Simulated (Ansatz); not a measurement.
**NiSi: energy along a strain**

NiSi, P2_13, a = 4.468 Å. This isn't the usual stable structure of the compound. Ansatz: PBEsol, PAW, 420 eV, Γ-centred 10×10×10 mesh on 8 atoms, Gaussian smearing 0.15 eV; no spin polarisation. Cell vectors (Å): 4.468 0.000 0.000; 0.000 4.468 0.000; 0.000 0.000 4.468. The cell is strained by x per cent times the pattern (0 0 0 0 1 0) in the order xx yy zz yz xz xy (engineering shears), with fractional coordinates held. y is the free energy over the start, V0 = 11.149 Å³/atom. Symmetry makes y even in x.

| x (%) | y (meV/atom) |
| --- | --- |
| -6.00 | 10.07 |
| -3.00 | ? |
| 0.00 | 0.00 |
| 1.50 | 0.64 |
| 4.50 | 5.70 |
| 5.25 | 7.73 |

Q: Fit y = c2 x² + c4 x⁴ to the other rows, get the stiffness along the pattern, and predict the missing energy.

A: Least squares on the rows shown. y = 0.2836 x² − 0.0001077 x⁴. The clamped-ion stiffness p·C·p = 2 × 2.836 eV × 160.2 / 11.149 Å³ = 82 GPa, which is C55 in these axes (C44 of the cubic crystal). At x = -3.00 the fit asked for gives 2.54 meV/atom. The run gave 2.54 meV/atom, the same to the digits shown.